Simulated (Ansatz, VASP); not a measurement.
# Cross-check of Al35GaN36 (Ga_Al) between VASP and Ansatz, part 3 of 3

One calculation is typed for both programs; each brings its own data sets. How far apart do they land? Of the first pair: The structure shown is the start of the Ansatz relaxation below; VASP solves that cell, so the two are compared at the walk's first step.

VASP 6.6.1 and Ansatz 0.2.0.

So far. Step 3 (VASP: single point, r2SCAN, start cell, pair 1): The run ends at a pressure of 1.10 GPa, with forces up to 2.8 eV/Å.

## 6. VASP: single point, r2SCAN, relaxed cell, pair 2

Level of this step: r2SCAN; plane waves and PAW (Al, N, Ga_d) (VASP).

The same cell, functional and mesh now go to VASP, with its own data sets.

File INCAR:

```
SYSTEM = Al35GaN36
PREC = Accurate
ENCUT = 580
EDIFF = 1E-06
NELM = 120
ISMEAR = 0
SIGMA = 0.01
LREAL = Auto
ALGO = Normal
METAGGA = R2SCAN
LASPH = .TRUE.
NBANDS = 200
LORBIT = 11
LWAVE = .FALSE.
LCHARG = .FALSE.
ISIF = 2
ISYM = 0
GGA_COMPAT = .FALSE.
EFERMI = MIDGAP
LMIXTAU = .TRUE.
NCORE = 2
```

File POSCAR:

```
Al35GaN36
1.0
    9.3195655372      0.0000000854      0.0000000000
   -4.6597828426      8.0709804647      0.0000000000
    0.0000000000      0.0000000000      9.9564777200
Al N Ga
35 36 1
Direct
    0.2221849124      0.1116647235      0.2499856946
    0.1103415219      0.2220046503      0.5001303243
    0.2221997123      0.1116728181      0.7500283154
    0.1108281161      0.2224435278      0.0000430026
    0.2216179677      0.4446884937      0.2489519855
    0.1102753447      0.5561190570      0.5000963146
    0.2212555103      0.4445417262      0.7513242244
    0.1108183347      0.5563033824      0.0000673153
    0.2222032052      0.7783371873      0.2500110167
    0.1110865199      0.8894538726      0.4999364664
    0.2222023057      0.7783380867      0.7499995570
    0.1110602791      0.8894801134      0.0000414864
    0.5554447273      0.1116804369      0.2500109287
    0.4443179869      0.2221850146      0.5000803245
    0.5555778624      0.1117318239      0.7499625828
    0.4442404291      0.2224751787      0.0000652730
    0.5557450121      0.4447953804      0.2489916231
    0.5559635450      0.4445768474      0.7512937204
    0.4443745326      0.5561658598      0.0000239204
    0.5558518988      0.7789224248      0.2489519855
    0.4444213355      0.8902650478      0.5000963146
    0.5559986662      0.7792848821      0.7513242244
    0.4442370101      0.8897220578      0.0000673153
    0.8888756914      0.1116647010      0.2499641289
    0.7776845800      0.2228558124      0.4998163185
    0.8888158396      0.1117245528      0.7499817341
    0.7777070456      0.2228333469      0.9999769902
    0.8888599556      0.4450956652      0.2500109287
    0.7783553778      0.5562224056      0.5000803245
    0.8888085686      0.4449625301      0.7499625828
    0.7780652138      0.5562999633      0.0000652730
    0.8888756690      0.7783554800      0.2499856946
    0.7785357421      0.8901988706      0.5001303243
    0.8888675743      0.7783406802      0.7500283154
    0.7780968646      0.8897122764      0.0000430026
    0.2220155692      0.1118651225      0.4407378506
    0.1110291300      0.2221639253      0.1903133534
    0.2219638732      0.1117768111      0.9405346620
    0.1112815564      0.2227041396      0.6907658018
    0.2165206548      0.4422976357      0.4389304776
    0.1110235866      0.5561888685      0.1903576262
    0.2215156357      0.4449669465      0.9415413933
    0.1112814894      0.5559184884      0.6907120755
    0.2220734637      0.7784669287      0.4407468330
    0.1112531442      0.8892872483      0.1907072878
    0.2219628868      0.7785775056      0.9405306328
    0.1112514086      0.8892889839      0.6905572281
    0.5553309052      0.1119552955      0.4405957408
    0.4443272449      0.2222265480      0.1903379129
    0.5553982154      0.1119171527      0.9404735943
    0.4445972951      0.2227439342      0.6907184258
    0.5578784908      0.4426619017      0.4389258294
    0.4445459741      0.5559944184      0.1907269222
    0.5555544887      0.4449859038      0.9415104715
    0.4445451070      0.5559952854      0.6963936985
    0.5582427568      0.7840197376      0.4389304776
    0.4443515240      0.8895168058      0.1903576262
    0.5555734459      0.7790247568      0.9415413933
    0.4446219041      0.8892589030      0.6907120755
    0.8886016725      0.1119387200      0.4405572427
    0.7778878435      0.2226525489      0.1906474134
    0.8886280344      0.1119123581      0.9404872452
    0.7778969449      0.2226434476      0.6905155459
    0.8885850970      0.4452094873      0.4405957408
    0.7783138444      0.5562131476      0.1903379129
    0.8886232398      0.4451421770      0.9404735943
    0.7777964583      0.5559430973      0.6907184258
    0.8886752699      0.7785248233      0.4407378506
    0.7783764672      0.8895112624      0.1903133534
    0.8887635813      0.7785765193      0.9405346620
    0.7778362528      0.8892588361      0.6907658018
    0.4442096684      0.5563307241      0.5007353261
```

File KPOINTS:

```
Points of the shifted mesh
1
Reciprocal
 0.2500000000  0.2500000000  0.2500000000 1
```

Potentials, in the order of the species: Al, N and Ga_d (PBE family, release 64).

Started as:

```sh
> mpirun -np 8 vasp_std
```

Numbers of over 12 decimals in the logs are rounded to 6 here.

Log:

```text
[banner, memory and clock lines left out]
running    8 mpi-ranks, on    1 nodes
[...]
[... a notice as in an earlier step ...]

 LDA part: xc-table for (None), standard interpolation
 POSCAR, INCAR and KPOINTS ok, starting setup
[...]
entering main loop
       N       E                     dE             d eps       ncg     rms          rms(c)
DAV:   1     0.184459607928E+04    0.18446E+04   -0.14570E+05   400   0.161E+03
DAV:   2    -0.579617616334E+03   -0.24242E+04   -0.22739E+04   512   0.361E+02
DAV:   3    -0.841247255095E+03   -0.26163E+03   -0.25769E+03   480   0.134E+02
DAV:   4    -0.851818282677E+03   -0.10571E+02   -0.10516E+02   520   0.292E+01
[...]
DAV:  25    -0.695878767389E+03   -0.13331E-04   -0.17050E-05   480   0.160E-02    0.333E-02
DAV:  26    -0.695878762514E+03    0.48755E-05   -0.56919E-06   424   0.105E-02    0.414E-02
DAV:  27    -0.695878761671E+03    0.84308E-06   -0.61473E-06   424   0.169E-02
   1 F= -.69587876E+03 E0= -.69587876E+03  d E =0.000000E+00
```

OUTCAR, selected parts (step 6):

```text
 POSITION                                       TOTAL-FORCE (eV/Angst)
 -----------------------------------------------------------------------------------
      1.55033      0.90124      2.48898        -0.000170      0.000727     -0.002258
     -0.00616      1.79180      4.97954         0.001175      0.000157      0.004185
      1.55043      0.90131      7.46764        -0.000290      0.001610     -0.003863
     -0.00367      1.79534      0.00043        -0.000957      0.001729      0.002833
     -0.00677      3.58907      2.47868         0.000172      0.002095     -0.003279
     -1.56368      4.48843      4.97920         0.000999      0.001537      0.001067
     -0.00946      3.58789      7.48054         0.000421      0.004197      0.004380
     -1.55947      4.48991      0.00067         0.000440     -0.000424      0.002013
     -1.55604      6.28194      2.48923         0.002102     -0.000555     -0.006304
     -3.10938      7.17876      4.97761         0.000649      0.000272      0.003664
     -1.55606      6.28195      7.46735         0.002973     -0.000824     -0.003091
     -3.10975      7.17898      0.00041        -0.000052      0.000744      0.003394
      4.65610      0.90137      2.48923        -0.000433     -0.001116     -0.002006
      3.10552      1.79325      4.97904         0.003264      0.001358      0.002393
[...]
-----------------------------------------------------------------------------------
    total drift:                                0.002271      0.008860     -0.314029

  FREE ENERGIE OF THE ION-ELECTRON SYSTEM (eV)
  ---------------------------------------------------
  free  energy   TOTEN  =      -695.8787616709 eV

  energy  without entropy=     -695.8787616709  energy(sigma->0) =     -695.87876167
```

The run ends at a pressure of 0.25 GPa, with forces up to 0.082 eV/Å.

## 7. Comparison

The two programs side by side:

| quantity | Ansatz | VASP | difference |
| --- | --- | --- | --- |
| gap on the k mesh (eV) | 6.114 | 6.119 | -0.005 |

At this near-relaxed geometry the largest component of a force difference is 75 meV/Å. A gap on the mesh is an upper bound, since the band edges may lie between its points. VASP's last cycles still show a density residual of 4e-03, so its state may not be settled.

## 8. VASP: single point, r2SCAN, pair 3

A single point gives forces, pressure and levels at one fixed geometry, so differences don't come from the geometry; what else differs is listed under the comparison.

INCAR, as its differences from that of step 6:

```diff
@@ -5,3 +5,3 @@
 NELM = 120
-ISMEAR = 0
+ISMEAR = -1
 SIGMA = 0.01
@@ -20,2 +20,2 @@
 LMIXTAU = .TRUE.
-NCORE = 2
+KPAR = 4
```

File POSCAR:

```
Al35GaN36
1.0
    9.3195655359      0.0000000860      0.0000000000
   -4.6597828424      8.0709804634      0.0000000000
    0.0000000000      0.0000000000      9.9564777190
Al N Ga
35 36 1
Direct
    0.2212289450      0.1113184661      0.2485773551
    0.1107294507      0.2204217680      0.5032487233
    0.2302958534      0.1022057102      0.7532857300
    0.1095295733      0.2222602751      0.0002891843
    0.2207783065      0.4438094168      0.2504683586
    0.1107812653      0.5571784773      0.5031819735
    0.2202721136      0.4434828082      0.7508815010
    0.1096705572      0.5542717590      0.0003901822
    0.2214099896      0.7769516961      0.2486285527
    0.1088550345      0.8878558282      0.4968476828
    0.2304359259      0.7950280667      0.7534068829
    0.1117397871      0.8893159444      0.9998891528
    0.5556389798      0.1113594650      0.2486029866
    0.4446687045      0.2233228003      0.4969420449
    0.5374141539      0.1022413104      0.7534295071
    0.4429972826      0.2204007097      0.9998179831
    0.5556026743      0.4447432154      0.2470755892
    0.5559524416      0.4447637532      0.7497758553
    0.4432153279      0.5551800707      0.9986233602
    0.5557186295      0.7778229033      0.2471431335
    0.4449325415      0.8887034524      0.4970936006
    0.5560846141      0.7781198636      0.7497931690
    0.4431410561      0.8897024609      0.9998547768
    0.8885442043      0.1113144112      0.2513781026
    0.7753356454      0.2211836401      0.5028737331
    0.8883994831      0.1113712849      0.7495347134
    0.7785333108      0.2228696475      0.0003146890
    0.8885563224      0.4442367021      0.2514335013
    0.7776861934      0.5557124678      0.5000440973
    0.8885430598      0.4439238967      0.7495893166
    0.7778522881      0.5552458162      0.9987130403
    0.8877104030      0.7773301474      0.2481924410
    0.7777705486      0.8889633523      0.5000391785
    0.8874163213      0.7770075296      0.7485246435
    0.7779480023      0.8896072447      0.9987022891
    0.2213399683      0.1112269067      0.4384597001
    0.1097896705      0.2222704238      0.1911264690
    0.2198042154      0.1123136969      0.9452755035
    0.1128624896      0.2195834281      0.6932225212
    0.2158612689      0.4414142074      0.4405323441
    0.1098369698      0.5540676954      0.1912982892
    0.2207443644      0.4440295486      0.9415792641
    0.1131731370      0.5597166958      0.6931200866
    0.2215985093      0.7776257296      0.4386044184
    0.1102957897      0.8883363890      0.1906686468
    0.2199129531      0.7748076410      0.9454957233
    0.1017237743      0.8840299480      0.6834782889
    0.5549068797      0.1113066806      0.4384112838
    0.4439757265      0.2219778359      0.1902398542
    0.5580581409      0.1128886529      0.9455098820
    0.4482724476      0.2310791733      0.6835450760
    0.5585265753      0.4438975019      0.4356357123
    0.4433098098      0.5549417439      0.1894026476
    0.5548275749      0.4439293369      0.9409054810
    0.4443563354      0.5554564393      0.6963553611
    0.5586977250      0.7822196644      0.4358117742
    0.4442038607      0.8885784646      0.1902976389
    0.5549520712      0.7785069343      0.9408945886
    0.4485807083      0.8841815519      0.6838317134
    0.8881524889      0.1113597961      0.4419216000
    0.7788218577      0.2226655665      0.1915576408
    0.8880978372      0.1113814534      0.9405066805
    0.7726995411      0.2194677891      0.6928424333
    0.8882502361      0.4444165240      0.4419837863
    0.7782210948      0.5551791986      0.1889604447
    0.8882597195      0.4443287868      0.9405125198
    0.7772081438      0.5552609674      0.6906229629
    0.8863354901      0.7769033326      0.4375253580
    0.7783010154      0.8895615412      0.1889268351
    0.8884987928      0.7779591685      0.9398747041
    0.7772446131      0.8881127025      0.6904735836
    0.4443359387      0.5557244694      0.5008151263
```

File KPOINTS:

```
Points of the shifted mesh
8
Reciprocal
 0.2500000000  0.2500000000  0.2500000000 1
 0.2500000000  0.2500000000  0.7500000000 1
 0.2500000000  0.7500000000  0.2500000000 1
 0.2500000000  0.7500000000  0.7500000000 1
 0.7500000000  0.2500000000  0.2500000000 1
 0.7500000000  0.2500000000  0.7500000000 1
 0.7500000000  0.7500000000  0.2500000000 1
 0.7500000000  0.7500000000  0.7500000000 1
```

Started as:

```sh
> mpirun -np 8 vasp_std
```

Log:

```text
[banner, memory and clock lines left out]
running    8 mpi-ranks, on    1 nodes
[...]
|                                                                             |
|           W    W    AA    RRRRR   N    N  II  N    N   GGGG   !!!           |
|           W    W   A  A   R    R  NN   N  II  NN   N  G    G  !!!           |
|           W    W  A    A  R    R  N N  N  II  N N  N  G       !!!           |
|           W WW W  AAAAAA  RRRRR   N  N N  II  N  N N  G  GGG   !            |
|           WW  WW  A    A  R   R   N   NN  II  N   NN  G    G                |
|           W    W  A    A  R    R  N    N  II  N    N   GGGG   !!!           |
|                                                                             |
|     For optimal performance we recommend to set                             |
|       NCORE = 2 up to number-of-cores-per-socket                            |
|     NCORE specifies how many cores store one orbital (NPAR=cpu/NCORE).      |
|     This setting can greatly improve the performance of VASP for DFT.       |
[...]
|     multi-core architectures or massively parallel machines. Do your        |
|     Unfortunately you need to use the default for GW and RPA                |
|     calculations (for HF NCORE is supported but not extensively tested      |
|     yet).                                                                   |
|                                                                             |

 [... a notice as in an earlier step ...]

 LDA part: xc-table for (None), standard interpolation
 POSCAR, INCAR and KPOINTS ok, starting setup
[...]
entering main loop
       N       E                     dE             d eps       ncg     rms          rms(c)
DAV:   1     0.182872008528E+04    0.18287E+04   -0.14515E+05  3200   0.160E+03
DAV:   2    -0.575357354402E+03   -0.24041E+04   -0.22490E+04  4120   0.360E+02
DAV:   3    -0.839581347234E+03   -0.26422E+03   -0.26001E+03  3816   0.133E+02
DAV:   4    -0.850355068493E+03   -0.10774E+02   -0.10713E+02  4184   0.295E+01
[...]
DAV:  25    -0.693695565701E+03   -0.27212E-05   -0.15090E-06  1904   0.568E-03    0.453E-03
DAV:  26    -0.693695564674E+03    0.10268E-05   -0.65488E-07  1816   0.477E-03    0.120E-03
DAV:  27    -0.693695564972E+03   -0.29826E-06   -0.34682E-07  1816   0.178E-03
   1 F= -.69369556E+03 E0= -.69369556E+03  d E =0.000000E+00
```

Parts of OUTCAR (step 8):

```text
 POSITION                                       TOTAL-FORCE (eV/Angst)
 -----------------------------------------------------------------------------------
      1.54304      0.89845      2.47495         0.025212     -0.009676      0.063232
      0.00483      1.77902      5.01058        -0.147781      0.056304     -0.178706
      1.67000      0.82490      7.50007        -2.684424      1.525990     -0.749538
     -0.01492      1.79386      0.00288        -0.397973      0.242421      0.105693
     -0.01050      3.58198      2.49378         0.079552      0.018838     -0.023532
     -1.56390      4.49698      5.00992        -0.030003     -0.099056     -0.175586
     -0.01369      3.57934      7.47613        -0.002120     -0.022626      0.018035
     -1.56070      4.47352      0.00388        -0.017820     -0.428312      0.110985
     -1.55698      6.27076      2.47546         0.034447     -0.023866      0.072304
     -3.12273      7.16587      4.94685         0.051814      0.059294     -0.772561
     -1.55710      6.41666      7.50128         0.009855     -3.111094     -0.750768
     -3.10265      7.17765      9.95537        -0.596527     -0.313735      0.707988
      4.65940      0.89878      2.47521         0.035485     -0.019716      0.070439
      3.10348      1.80243      4.94779        -0.017201     -0.085394     -0.781707
[...]
-----------------------------------------------------------------------------------
    total drift:                                0.002762     -0.003986     -0.088821

  FREE ENERGIE OF THE ION-ELECTRON SYSTEM (eV)
  ---------------------------------------------------
  free  energy   TOTEN  =      -693.6955649724 eV

  energy  without entropy=     -693.6955649724  energy(sigma->0) =     -693.69556497
```

The run ends at a pressure of 0.44 GPa, with forces up to 3.2 eV/Å.

## 9. Ansatz: single point, r2SCAN, pair 3

The same cell, functional, mesh and smearing now go to Ansatz.

The cell is taken from a series of runs on this material, whose earlier steps may have relaxed, scaled, displaced or heated it; both programs get it as it stands.

File input.yaml:

```yaml
crystal:
  checkpoint: "../qm1_M1.relax.run"
  host: checkpoint
basis:
  ecutwfc: 500
  xc_grid: 2
hamiltonian:
  xc: r2scan
  pseudopotentials: { kind: paw, azcp: { folder: soft_1 } }
kpoints:
  mp_grid: { grid: [2, 2, 2], shift: [0.5, 0.5, 0.5] }
scf:
  occupations: { method: fermi_dirac, width: 0.01 }
  max_iter: 100
output:
  forces: true
  eigenvalues: true
  charged_corrections: { defect_position: [0.444444, 0.555556, 0.499602] }
checkpoint:
  read: "../qm1_M1.relax.run"
  write: "../qm1_M1.point_neutral.run"
  compress: false
  write_wavefunctions: false
  write_every: 100000
```

Started as:

```sh
> ansatz run input.yaml --threads 4 --pin off --max-ram 7536MiB --backend cpu --events-out ev --progress --plain --runs-dir out
```

Log:

```text
Warning: checkpoint.read: spin treatment differs: saved collinear, current unpolarized; the saved charge density seeds this run and the saved magnetisation is not carried: this deck is unpolarised; the saved density holds an absolute magnetisation of 1.1e0 μB; saved orbitals and DFT+U occupations are not carried; the saved kinetic-energy density and PAW projector densities are carried summed over spin
checkpoint.read: the saved state was converged at a total charge of -1 e, and this run's is 0 e: a saved density that it takes is scaled to its electron count
[...]
atom  71  N      0.24607549     0.08999279    -0.17120951
  atom  72  N     -0.05386993    -0.00491936    -0.03101823
  max |Σ_I F_I| component: 1.95e-2 eV/Å
--- Band table (eV) ---
  k-point 0: bands = [... 145 lower, 6.6472, 6.7244, 6.7426, 6.8527, 11.5252, 12.9328, 13.0012, 13.1348, ... 20 higher]
  k-point 1: bands = [... 145 lower, 6.6607, 6.7141, 6.7460, 6.8523, 11.5247, 12.9233, 13.0319, 13.1167, ... 20 higher]
  k-point 2: bands = [... 145 lower, 6.6062, 6.6363, 6.8589, 6.8769, 11.4378, 12.5921, 12.9307, 13.1624, ... 20 higher]
  k-point 3: bands = [... 145 lower, 6.5961, 6.6390, 6.8580, 6.8805, 11.4402, 12.5927, 12.8437, 13.1722, ... 20 higher]
```

## 10. Side by side

Both answers:

| quantity | Ansatz | VASP | difference |
| --- | --- | --- | --- |
| gap on the k mesh (eV) | 4.557 | 4.564 | -0.007 |

Forces on 10 of the 72 atoms, those with the largest forces and the largest differences (eV/Å; atoms numbered as in POSCAR):

| atom | Ansatz x, y, z | VASP x, y, z |
| --- | --- | --- |
| Al3 | -2.677, 1.524, -0.753 | -2.684, 1.526, -0.750 |
| Al11 | 0.011, -3.105, -0.755 | 0.010, -3.111, -0.751 |
| Al15 | 2.702, 1.553, -0.767 | 2.709, 1.556, -0.765 |
| N40 | 0.050, 0.022, 0.083 | -0.014, -0.014, 0.057 |
| N47 | 1.672, 0.995, 1.306 | 1.678, 0.999, 1.315 |
| N50 | -1.058, -0.670, -1.066 | -1.062, -0.673, -1.068 |
| N51 | 0.005, -1.943, 1.317 | 0.005, -1.949, 1.324 |
| N52 | 0.034, -0.184, 0.410 | 0.097, -0.220, 0.390 |
| N56 | -0.128, 0.055, 0.383 | -0.128, 0.126, 0.364 |
| N59 | -1.720, 0.983, 1.274 | -1.725, 0.987, 1.281 |

The forces differ by 11 meV/Å r.m.s., which is 2.0 % of the r.m.s. force of 0.546 eV/Å (both taken over all components). A gap on the mesh is an upper bound, since the band edges may lie between its points.

## 11. Results

| Quantity | Value |
| --- | --- |
| r.m.s. force difference (single point, r2SCAN, start cell, pair 1) | 1.8 % of the r.m.s. force |
| difference in gap on the k mesh (single point, r2SCAN, relaxed cell, pair 2) | -0.0055 eV |
| r.m.s. force difference (single point, r2SCAN, relaxed cell, pair 2) | 11 meV/Å |
| r.m.s. force difference (single point, r2SCAN, pair 3) | 2.0 % of the r.m.s. force |

**Reading.** The r.m.s. force difference is 11 meV/Å (single point, r2SCAN, relaxed cell, pair 2), within the 12 meV/Å picked in this series as the mark of a large difference. Such differences can come from data sets, numerical settings and the points named under the comparisons, not from the functional's error against experiment.

[Lines on the potential files, build, host, timing and source positions are cut from VASP's logs without a mark.]

[Logs are printed without paths, hosts, clocks, repeated set-up lines and the standing remarks that a program may print on its own settings, such as how far it seeks lower states.]

[Hosts, paths, dates, database ids (printed as entryN), source tags and the programs' standing remarks are cut or masked in the printed files.]
